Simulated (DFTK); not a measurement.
Nb under changes of volume

One of the cells (18.922 Å³/atom); the others are scaled copies at fixed shape and fractional positions:

```xyz
1
Lattice="0.0000 2.1150 2.1150 2.1150 0.0000 2.1150 2.1150 2.1150 0.0000" Properties=species:S:1:pos:R:3 pbc="T T T"
Nb    0.0000    0.0000    0.0000
```

This isn't the form of Nb at room conditions, which is bcc.

```yaml
Program: DFTK 0.8.2
Functional: PBEsol
Potentials_or_basis: dojo.nc.sr.pbesol.v0_4_1.standard.upf (PBEsol)
Cutoff: 1116 eV
k_mesh: 11 × 11 × 11
Occupations: fermi-dirac, width 0.05 eV
Spin: no spin polarisation
```

```csv
volume (Å³/atom),energy over the lowest point (meV/atom),pressure (GPa)
17.786,2.92,3.1
18.165,0.00,-0.7
18.543,5.78,-4.2
18.922,19.41,-7.3
19.300,?,?
19.679,67.22,-12.6
20.057,99.98,-14.9
```

Q: What does the run at 19.300 Å³/atom give?

A: Energy over the lowest point 40.14 meV/atom; pressure -10.1 GPa.

Worked out: A Birch-Murnaghan fit of order 3 (a polynomial in V^(-2/3)) to the other rows has its minimum at 18.10 Å³/atom with B0 = V·E''(V) = 179 GPa and B' = 4.0. It gives 40.10 meV/atom at 19.300 Å³/atom, against the run's 40.14, and -dE/dV = -10.2 GPa, against -10.1.

Energies are extrapolated to zero smearing.
